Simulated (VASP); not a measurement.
# SnO2 (Cassiterite) (P4_2/mnm) in VASP: a series of runs

Runs on SnO2 (Cassiterite). Level: LDA. Tasks: single point.

Program: VASP 6.6.1. These are calculated values, not measurements. Logs are shortened: lines on timing, memory, paths and dates and some standing lists are left out, and cuts for length are marked.

## 1. The structure

Symmetry: P4_2/mnm, No. 136, tetragonal system. Conventional cell: a = 4.738 Å, b = 4.738 Å, c = 3.187 Å, α = 90.00°, β = 90.00°, γ = 90.00°. Sn (site symmetry mmm) is surrounded by 6 O at 2.05 to 2.06 Å. O (site symmetry m2m) has 3 Sn at 2.05 to 2.06 Å as nearest neighbours.

## 2. Single point, LDA

INCAR reads:

```
SYSTEM = SnO2
PREC = Accurate
ENCUT = 250
EDIFF = 1E-7
ISMEAR = 0
SIGMA = 0.05
LREAL = .False.
LASPH = .True.
NELM = 100
ALGO = Normal
ISIF = 2
LWAVE = .False.
LCHARG = .False.
GGA = CA
NBANDS = 35
ADDGRID = .False.
```

KPOINTS reads:

```
Automatic mesh
0
Gamma
  3 3 4
  0 0 0
```

POSCAR reads:

```
SnO2
1.0
    4.7380000000      0.0000000000      0.0000000000
    0.0000000000      4.7380000000      0.0000000000
    0.0000000000      0.0000000000      3.1865000000
Sn O
2 4
Direct
    0.5000000000      0.5000000000      0.5000000000
    0.0000000000      0.0000000000      0.0000000000
    0.8071000000      0.1929000000      0.5000000000
    0.6929000000      0.6929000000      0.0000000000
    0.1929000000      0.8071000000      0.5000000000
    0.3071000000      0.3071000000      0.0000000000
```

Potentials or basis: VASP PAW LDA potentials, release 64 (Sn_d, O).

On the command line:

```sh
cat potpaw_LDA.64/Sn_d/POTCAR potpaw_LDA.64/O/POTCAR > POTCAR
mpirun -np 1 vasp_std > vasp.out
```

OUTCAR:

```text
SYSTEM = SnO2
   PREC = Accurate
   ENCUT = 250
   EDIFF = 1E-7
   ISMEAR = 0
   LREAL = .False.
   LASPH = .True.
   NELM = 100
   ISIF = 2
   GGA = CA

 Found      9 irreducible k-points:

 Following reciprocal coordinates:
            Coordinates               Weight
  0.000000  0.000000  0.000000      1.000000
  0.333333  0.000000  0.000000      4.000000
  0.333333  0.333333  0.000000      4.000000
  0.000000  0.000000  0.250000      2.000000
  0.333333  0.000000  0.250000      8.000000
  0.333333  0.333333  0.250000      8.000000
   k-points           NKPTS =      9   k-points in BZ     NKDIM =      9   number of bands    NBANDS=     35
   number of dos      NEDOS =    301   number of ions     NIONS =      6
   total plane-waves  NPLWV =   9216
   dimension x,y,z NGX =    24 NGY =   24 NGZ =   16
   dimension x,y,z NGXF=    48 NGYF=   48 NGZF=   32
   ions per type =               2   4
   NGX,Y,Z   is equivalent  to a cutoff of   8.42,  8.42,  8.35 a.u.
   NGXF,Y,Z  is equivalent  to a cutoff of  16.84, 16.84, 16.70 a.u.
 SYSTEM =  SnO2
   PREC   = accura    normal or accurate (medium, high low for compatibility)
   ISTART =      0    job   : 0-new  1-cont  2-samecut
   ICHARG =      2    charge: 1-file 2-atom 10-const
   ISPIN  =      1    spin polarized calculation?
   LNONCOLLINEAR =      F non collinear calculations
   LSORBIT =      F    spin-orbit coupling
   LASPH  =      T    aspherical Exc in radial PAW
   ENCUT  =  250.0 eV  18.37 Ry    4.29 a.u.   6.11  6.11  4.11*2*pi/ulx,y,z
   NELM   =    100;   NELMIN=  2; NELMDL= -5     # of ELM steps
   EDIFF  = 0.1E-06   stopping-criterion for ELM
   LREAL  =      F    real-space projection
   EDIFFG = 0.1E-05   stopping-criterion for IOM
   NSW    =      0    number of steps for IOM
   IBRION =     -1    ionic relax: 0-MD 1-quasi-New 2-CG
   NFREE  =      0    steps in history (QN), initial steepest desc. (CG)
   ISIF   =      2    stress and relaxation
   ISYM   =      2    0-nonsym 1-usesym 2-fastsym
   POTIM  = 0.5000    time-step for ionic-motion
   TEBEG  =    0.0;   TEEND  =   0.0 temperature during run
   PSTRESS=    0.0 pullay stress
   NELECT =      52.0000    total number of electrons
   NUPDOWN=      -1.0000    fix difference up-down
   EMIN   =  10.00;   EMAX   =-10.00  energy-range for DOS
   EFERMI =   0.00;   METHOD = LEGACY
   ISMEAR =     0;   SIGMA  =   0.05  broadening in eV -4-tet -1-fermi 0-gaus
   EFERMI_NEDOS =   21; number of points for ismear=-14 and -15
   IALGO  =     38    algorithm
   IMIX   =      4    mixing-type and parameters
     AMIX     =   0.40;   BMIX     =  1.00
     AMIX_MAG =   1.60;   BMIX_MAG =  1.00
  volume/ion in A,a.u.               =      11.92        80.45
  Fermi-wavevector in a.u.,A,eV,Ry     =   1.472000  2.781677 29.480903  2.166785
  Thomas-Fermi vector in A             =   2.587068
   LORBIT       =      0    0 simple, 1 ext, 2 COOP (PROOUT), +10 PAW based schemes
   GGA     = CA    functional components
   LHFCALC =     F    Hartree Fock is set to
   AEXX    =    0.0000 exact exchange contribution
   IVDW    =     0    specifies the selected vdW correction
   LEPSILON=     F    determine dielectric tensor
   LRPA    =     F    only Hartree local field effects (RPA)
 non-spin polarized calculation
 Gauss-broadening in eV      SIGMA  =   0.05
  energy-cutoff  :      250.00
  volume of cell :       71.53
 maximum number of plane-waves:       656
   NGX = 13   NGY = 13   NGZ =  9

 number of electron      52.0000048 magnetization

 Free energy of the ion-electron system (eV)
  ---------------------------------------------------
  ext. energy  EPLUGINS =         0.00000000
  ---------------------------------------------------
  free energy    TOTEN  =       -43.65608830 eV

  energy without entropy =      -43.65608830  energy(sigma->0) =      -43.65608830

 E-fermi :   6.0309     XC(G=0): -11.8048

 val. band max:        5.7851355823   @ k =   0.0000   0.0000   0.0000
 cond. band min:       6.8018689692   @ k =   0.0000   0.0000   0.0000
 fundamental gap:      1.0167333868
 Fermi energy:         6.0308517841

 k-point     1 :       0.0000    0.0000    0.0000
  band No.  band energies     occupation
      1     -15.1923      2.00000
      2     -14.3887      2.00000
      3     -14.0333      2.00000
      4     -14.0195      2.00000
      5     -14.0195      2.00000
      6     -13.9460      2.00000
      7     -13.8781      2.00000
      8     -13.7825      2.00000
      9     -13.7427      2.00000
     10     -13.7427      2.00000
     11     -13.1956      2.00000
     12     -11.4326      2.00000
     13     -11.4326      2.00000
     14      -9.5051      2.00000
     15      -2.4515      2.00000
     16       1.6171      2.00000
     17       1.6171      2.00000
     18       1.7831      2.00000
     19       2.6024      2.00000
     20       3.7072      2.00000
     21       3.8032      2.00000
     22       4.5340      2.00000
     23       4.5340      2.00000
     24       4.8755      2.00000
     25       4.8755      2.00000
     26       5.7851      2.00000
     27       6.8019      0.00000
     28      11.8670      0.00000
     29      11.8995      0.00000
     30      11.8995      0.00000
     31      16.0387      0.00000
     32      16.2530      0.00000
     33      17.9340      0.00000
     34      17.9340      0.00000
     35      18.4579      0.00000

 k-point     2 :       0.3333    0.0000    0.0000
  band No.  band energies     occupation
      1     -15.0175      2.00000
      2     -14.5943      2.00000
      3     -14.0382      2.00000
      4     -14.0380      2.00000
      5     -14.0137      2.00000
      6     -14.0133      2.00000
      7     -13.8512      2.00000
      8     -13.8032      2.00000
      9     -13.7502      2.00000
     10     -13.7500      2.00000
     11     -12.8798      2.00000
     12     -12.0181      2.00000
     13     -10.8069      2.00000
     14      -9.8355      2.00000
     15      -1.7502      2.00000
     16       0.1388      2.00000
     17       2.1321      2.00000
     18       2.1505      2.00000
     19       3.0891      2.00000
     20       3.2415      2.00000
     21       3.5041      2.00000
     22       4.1354      2.00000
     23       4.5651      2.00000
     24       4.5816      2.00000
     25       4.9967      2.00000
     26       5.3620      2.00000
     27       8.8066      0.00000
     28      11.0758      0.00000
     29      12.3660      0.00000
     30      12.5682      0.00000
     31      16.8016      0.00000
     32      17.0200      0.00000
     33      17.2729      0.00000
     34      17.8890      0.00000
     35      18.3632      0.00000

 k-point     3 :       0.3333    0.3333    0.0000
  band No.  band energies     occupation
      1     -14.9825      2.00000
      2     -14.7833      2.00000
      3     -14.0280      2.00000
      4     -14.0213      2.00000
      5     -14.0143      2.00000
      6     -14.0110      2.00000
      7     -13.8355      2.00000
      8     -13.8113      2.00000
      9     -13.7496      2.00000
     10     -13.7420      2.00000
     11     -12.4533      2.00000
     12     -11.5216      2.00000
     13     -11.3535      2.00000
     14     -10.3561      2.00000
     15      -0.9454      2.00000
     16       0.3941      2.00000
     17       1.7129      2.00000
     18       2.4393      2.00000
     19       2.7475      2.00000
     20       2.8696      2.00000
     21       3.4786      2.00000
     22       4.0231      2.00000
     23       4.5253      2.00000
     24       4.6001      2.00000
     25       4.8621      2.00000
     26       5.0983      2.00000
     27       9.7696      0.00000
     28      10.7999      0.00000
     29      12.8672      0.00000
     30      12.9718      0.00000
     31      16.4075      0.00000
     32      17.0064      0.00000
     33      17.8095      0.00000
     34      17.8601      0.00000
     35      18.0461      0.00000

 k-point     4 :       0.0000    0.0000    0.2500
  band No.  band energies     occupation
      1     -14.9021      2.00000
      2     -14.5468      2.00000
      3     -14.5468      2.00000
      4     -14.0828      2.00000
      5     -13.9607      2.00000
      6     -13.9221      2.00000
      7     -13.8532      2.00000
      8     -13.8076      2.00000
      9     -13.8076      2.00000
     10     -13.7858      2.00000
     11     -12.8969      2.00000
     12     -10.5738      2.00000
     13     -10.5738      2.00000
     14     -10.0216      2.00000
     15      -2.5030      2.00000
     16       0.9188      2.00000
     17       1.4311      2.00000
     18       2.1072      2.00000
     19       2.1072      2.00000
     20       2.8309      2.00000
     21       2.8309      2.00000
     22       2.9935      2.00000
     23       3.1456      2.00000
     24       4.7971      2.00000
     25       4.7971      2.00000
     26       5.2609      2.00000
     27       9.4128      0.00000
     28      12.7078      0.00000
     29      14.0571      0.00000
     30      14.0571      0.00000
     31      14.4443      0.00000
     32      17.5014      0.00000
     33      17.5847      0.00000
     34      17.5848      0.00000
     35      18.0220      0.00000

 k-point     5 :       0.3333    0.0000    0.2500
  band No.  band energies     occupation
      1     -14.8906      2.00000
      2     -14.7353      2.00000
      3     -14.3847      2.00000
      4     -14.1242      2.00000
      5     -13.9159      2.00000
      6     -13.9143      2.00000
      7     -13.8367      2.00000
      8     -13.8097      2.00000
      9     -13.7996      2.00000
     10     -13.7889      2.00000
     11     -12.5452      2.00000
     12     -11.4974      2.00000
     13     -10.1983      2.00000
     14      -9.7974      2.00000
     15      -1.7418      2.00000
     16       0.0769      2.00000
     17       0.6202      2.00000
     18       0.8859      2.00000
     19       2.4472      2.00000
     20       2.6356      2.00000
     21       3.6212      2.00000
     22       4.0160      2.00000
     23       4.0907      2.00000
     24       4.7544      2.00000
     25       4.8179      2.00000
     26       5.2251      2.00000
     27      10.3894      0.00000
     28      12.1720      0.00000
     29      14.2654      0.00000
     30      14.3829      0.00000
     31      14.7363      0.00000
     32      16.0718      0.00000
     33      17.8019      0.00000
     34      18.0142      0.00000
     35      18.3124      0.00000

 k-point     6 :       0.3333    0.3333    0.2500
  band No.  band energies     occupation
      1     -14.8297      2.00000
      2     -14.6418      2.00000
      3     -14.5570      2.00000
      4     -14.2912      2.00000
      5     -13.9156      2.00000
      6     -13.8997      2.00000
      7     -13.8270      2.00000
      8     -13.8107      2.00000
      9     -13.8052      2.00000
     10     -13.7978      2.00000
     11     -12.0750      2.00000
     12     -11.2569      2.00000
     13     -10.6453      2.00000
     14     -10.0603      2.00000
     15      -1.4671      2.00000
     16      -0.8784      2.00000
     17       1.1998      2.00000
     18       1.9774      2.00000
     19       2.0136      2.00000
     20       2.3243      2.00000
     21       2.9449      2.00000
     22       4.2609      2.00000
     23       4.2861      2.00000
     24       4.6575      2.00000
     25       4.8677      2.00000
     26       5.1747      2.00000
     27      10.5881      0.00000
     28      11.3883      0.00000
     29      14.4462      0.00000
     30      14.5022      0.00000
     31      14.9801      0.00000
     32      16.5209      0.00000
     33      16.8439      0.00000
     34      17.8962      0.00000
     35      18.2351      0.00000

 [... further k-points ...]

------------------------ aborting loop because EDIFF is reached ----------------------------------------

  FORCE on cell =-STRESS in cart. coord.  units (eV):
  Direction    XX          YY          ZZ          XY          YZ          ZX
  --------------------------------------------------------------------------------------
  -------------------------------------------------------------------------------------
  Total      -41.0869670    -41.0869670    -38.2078244      0.0000000      0.0000000      0.0000000
  in kB     -920.2601801   -920.2601801   -855.7735441      0.0000000      0.0000000      0.0000000
  external PRESSURE =    -898.7646348 kB  Pullay stress =       0.0000000 kB

 VOLUME and BASIS-vectors are now :
 -----------------------------------------------------------------------------
  energy-cutoff  :      250.00
  volume of cell :       71.53
      direct lattice vectors                 reciprocal lattice vectors
     4.738000000  0.000000000  0.000000000     0.211059519  0.000000000  0.000000000
     0.000000000  4.738000000  0.000000000     0.000000000  0.211059519  0.000000000
     0.000000000  0.000000000  3.186500000     0.000000000  0.000000000  0.313823945

 POSITION                                       TOTAL-FORCE (eV/Angst)
 -----------------------------------------------------------------------------------
      2.36900      2.36900      1.59325         0.000000      0.000000      0.000000
      0.00000      0.00000      0.00000         0.000000      0.000000      0.000000
      3.82404      0.91396      1.59325        -0.233319      0.233319      0.000000
      3.28296      3.28296      0.00000         0.233319      0.233319      0.000000
      0.91396      3.82404      1.59325         0.233319     -0.233319      0.000000
      1.45504      1.45504      0.00000        -0.233319     -0.233319     -0.000000
 -----------------------------------------------------------------------------------
    total drift:                                0.000000     -0.000000     -0.000000

  FREE ENERGIE OF THE ION-ELECTRON SYSTEM (eV)
  ---------------------------------------------------
  free  energy   TOTEN  =       -43.6560882996 eV

  energy  without entropy=      -43.6560882996  energy(sigma->0) =      -43.65608830
```

Run time: 5.3 s. Hardware: 1 thread of Intel Xeon Platinum 8488C (Sapphire Rapids), shared host; peak memory 0.12 GiB.

The run converged, but a check on its numbers failed (symmetry, net force, bounds or a known fault of this set-up), so they aren't taken as properties of the crystal.

Caveat: the k mesh is coarse (spacing up to 0.49 Å⁻¹), so the values aren't converged; the cutoff lies under the usual one of these potentials, so the numbers hold a large basis-set error; a pressure of tens of GPa on the cell as given is suspect, and the run, the potentials or the cell itself is likely at fault; spin-orbit coupling is left out, which moves the levels of the heavy elements.

## 3. Single point, LDA

Changes to INCAR since step 2:

```diff
@@ -2,3 +2,3 @@
 PREC = Accurate
-ENCUT = 250
+ENCUT = 300
 EDIFF = 1E-7
```

KPOINTS is that of step 2.

POSCAR is that of step 2.

Potentials or basis: VASP PAW LDA potentials, release 64 (Sn_d, O).

On the command line:

```sh
cat potpaw_LDA.64/Sn_d/POTCAR potpaw_LDA.64/O/POTCAR > POTCAR
mpirun -np 1 vasp_std > vasp.out
```

OUTCAR:

```text
SYSTEM = SnO2
   PREC = Accurate
   ENCUT = 300
   EDIFF = 1E-7
   ISMEAR = 0
   LREAL = .False.
   LASPH = .True.
   NELM = 100
   ISIF = 2
   GGA = CA

 Found      9 irreducible k-points:

 Following reciprocal coordinates:
            Coordinates               Weight
  0.000000  0.000000  0.000000      1.000000
  0.333333  0.000000  0.000000      4.000000
  0.333333  0.333333  0.000000      4.000000
  0.000000  0.000000  0.250000      2.000000
  0.333333  0.000000  0.250000      8.000000
  0.333333  0.333333  0.250000      8.000000
   k-points           NKPTS =      9   k-points in BZ     NKDIM =      9   number of bands    NBANDS=     35
   number of dos      NEDOS =    301   number of ions     NIONS =      6
   total plane-waves  NPLWV =  14112
   dimension x,y,z NGX =    28 NGY =   28 NGZ =   18
   dimension x,y,z NGXF=    56 NGYF=   56 NGZF=   36
   ions per type =               2   4
   NGX,Y,Z   is equivalent  to a cutoff of   9.82,  9.82,  9.39 a.u.
   NGXF,Y,Z  is equivalent  to a cutoff of  19.65, 19.65, 18.78 a.u.
 SYSTEM =  SnO2
   PREC   = accura    normal or accurate (medium, high low for compatibility)
   ISTART =      0    job   : 0-new  1-cont  2-samecut
   ICHARG =      2    charge: 1-file 2-atom 10-const
   ISPIN  =      1    spin polarized calculation?
   LNONCOLLINEAR =      F non collinear calculations
[... 55 lines left out ...]

 val. band max:        5.8910750810   @ k =   0.0000   0.0000   0.0000
 cond. band min:       6.9449143970   @ k =   0.0000   0.0000   0.0000
 fundamental gap:      1.0538393160
 Fermi energy:         6.1898494031

 k-point     1 :       0.0000    0.0000    0.0000
  band No.  band energies     occupation
      1     -15.1547      2.00000
      2     -14.3849      2.00000
      3     -14.0723      2.00000
      4     -14.0570      2.00000
      5     -14.0570      2.00000
      6     -13.9668      2.00000
[... 217 lines left out ...]
     34      17.8529      0.00000
     35      18.1567      0.00000

 [... further k-points ...]
[... 5 lines left out ...]
  --------------------------------------------------------------------------------------
  -------------------------------------------------------------------------------------
  Total      -19.4413190    -19.4413190    -18.0721441      0.0000000      0.0000000      0.0000000
  in kB     -435.4439619   -435.4439619   -404.7773740      0.0000000      0.0000000      0.0000000
  external PRESSURE =    -425.2217659 kB  Pullay stress =       0.0000000 kB

 VOLUME and BASIS-vectors are now :
 -----------------------------------------------------------------------------
  energy-cutoff  :      300.00
  volume of cell :       71.53
      direct lattice vectors                 reciprocal lattice vectors
     4.738000000  0.000000000  0.000000000     0.211059519  0.000000000  0.000000000
     0.000000000  4.738000000  0.000000000     0.000000000  0.211059519  0.000000000
     0.000000000  0.000000000  3.186500000     0.000000000  0.000000000  0.313823945

 POSITION                                       TOTAL-FORCE (eV/Angst)
 -----------------------------------------------------------------------------------
      2.36900      2.36900      1.59325         0.000000      0.000000      0.000000
      0.00000      0.00000      0.00000         0.000000      0.000000      0.000000
      3.82404      0.91396      1.59325        -0.040193      0.040193      0.000000
      3.28296      3.28296      0.00000         0.040193      0.040193      0.000000
      0.91396      3.82404      1.59325         0.040193     -0.040193      0.000000
      1.45504      1.45504      0.00000        -0.040193     -0.040193      0.000000
 -----------------------------------------------------------------------------------
    total drift:                                0.000000      0.000000      0.000000

  FREE ENERGIE OF THE ION-ELECTRON SYSTEM (eV)
  ---------------------------------------------------
  free  energy   TOTEN  =       -42.7701539062 eV

  energy  without entropy=      -42.7701539062  energy(sigma->0) =      -42.77015391
```

Run time: 7.9 s. Hardware: 1 thread of Intel Xeon Platinum 8488C (Sapphire Rapids), shared host; peak memory 0.12 GiB.

The run converged, but a check on its numbers failed (symmetry, net force, bounds or a known fault of this set-up), so they aren't taken as properties of the crystal.

Caveat: the k mesh is coarse (spacing up to 0.49 Å⁻¹), so the values aren't converged; the cutoff lies under the usual one of these potentials, so the numbers hold a large basis-set error; a pressure of tens of GPa on the cell as given is suspect, and the run, the potentials or the cell itself is likely at fault; spin-orbit coupling is left out, which moves the levels of the heavy elements.

(Continued in part 2 of 2.)
